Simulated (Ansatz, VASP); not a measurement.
## One calculation of SnSe, two programs

Contents of INCAR:

```
SYSTEM = SnSe
PREC = Accurate
ENCUT = 600
EDIFF = 1E-6
ISMEAR = 0
SIGMA = 0.02
LREAL = .FALSE.
LASPH = .TRUE.
NELM = 100
ALGO = Normal
ISIF = 3
LWAVE = .FALSE.
LCHARG = .FALSE.
IBRION = 2
NSW = 100
EDIFFG = -0.005
```

KPOINTS

```
Automatic mesh
0
G
  8 8 8
  0 0 0
```

File POSCAR:

```
SnSe
1.0
    0.0000000000      3.0100000000      3.0100000000
    3.0100000000      0.0000000000      3.0100000000
    3.0100000000      3.0100000000      0.0000000000
Sn Se
1 1
Direct
    0.0000000000      0.0000000000      0.0000000000
    0.5000000000      0.5000000000      0.5000000000
```

Input for Ansatz:

```yaml
crystal:
  lattice:
    - [0.0, 3.01, 3.01]
    - [3.01, 0.0, 3.01]
    - [3.01, 3.01, 0.0]
  atoms:
    - { symbol: Sn, position: [0.0, 0.0, 0.0] }
    - { symbol: Se, position: [0.5, 0.5, 0.5] }
basis:
  ecutwfc: 420
kpoints:
  mp_grid: { grid: [8, 8, 8] }
hamiltonian:
  xc: lda
scf:
  occupations: { method: gaussian, width: 0.02 }
output:
  forces: true
  stress: true
  eigenvalues: true
relax:
  adjacent_minimum: "off"
  f_tol: 0.005
  max_steps: 80
  cell: { stress_tol: 0.05 }
```

Measurements of this composition are mostly on another form, of space group No. 62.

Alike in both runs: task relaxation of cell and atoms; functional LDA; k mesh 8 × 8 × 8; occupations gaussian, width 0.02 eV; no spin polarisation.

```csv
,VASP,Ansatz
version,VASP 6.6.1,Ansatz 0.2.0
potentials or method,"VASP PAW LDA potentials, release 64 (Sn_d, Se)","scalar-relativistic, plane waves, PAW"
plane-wave cutoff (eV),600,420
valence electrons in the cell,20,30
```

|  | VASP | Ansatz | Ansatz less VASP |
| --- | --- | --- | --- |
| gap on the k mesh at the Fermi level, each at its own relaxed structure (eV) | 0.77 | 0.78 | +0.007 |
| relaxed volume (Å³/atom) | 25.63 | 25.59 | -0.047 |
| relaxed cell length with the largest relative difference (Å) | 4.170 | 4.167 | -0.0025 |
| energy change over the relaxation (meV/atom) | -18 | -19 | -1.2 |

The two sets of potentials don't hold the same shells in valence.

Caveats: spin-orbit coupling is left out, which moves the levels of the heavy elements. Zero-point motion and thermal expansion aren't in these numbers. A k mesh can miss the band edges.
